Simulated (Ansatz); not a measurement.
# Mg under strains and displacements

Computed with DFT PBE, scalar-relativistic, plane waves, PAW (Ansatz).

Plane waves to 420 eV, a k mesh through Γ of 15×15×8 on the computed 2-atom cell and Gaussian smearing (0.10 eV); no spin polarisation.

Reference cell:

```
CELL_PARAMETERS angstrom
3.20927 0.00000 0.00000
-1.60464 2.77931 0.00000
0.00000 0.00000 5.21033
ATOMIC_POSITIONS crystal
Mg 0.33333 0.66667 0.25000
Mg 0.66667 0.33333 0.75000
```

Each variant moves atoms of this cell by the vectors given, if any (Å), and then applies a symmetric strain (tensor components, Cartesian axes). The reference cell isn't relaxed at this level. Energies are per atom at zero smearing, counted from the lowest variant. Pressure is positive in compression.

1. strain (xx yy zz yz xz xy, %) -3.97 -3.97 2.03 0.00 0.00 0.00
2. no strain; moves: Mg1 (0.225, 0.000, 0.000)
3. no strain; moves: Mg1 (0.004, 0.028, 0.035)
4. strain (xx yy zz yz xz xy, %) -1.66 -1.66 -0.16 0.00 0.00 0.00
5. strain (xx yy zz yz xz xy, %) -2.93 -2.93 0.07 0.00 0.00 0.00; moves: Mg1 (0.000, 0.000, 0.150); Mg2 (0.000, 0.000, -0.150)

```csv
result,ΔE (meV/atom),P (GPa),largest force (eV/Å)
A,0.0,-0.44,0.09
B,1.4,0.84,0.00
C,17.8,2.15,0.00
D,75.1,3.19,0.91
E,7.5,-0.35,0.15
```

(1) Which variant gave which result?

Answers

(1) A is 3, B is 4, C is 1, D is 5, E is 2.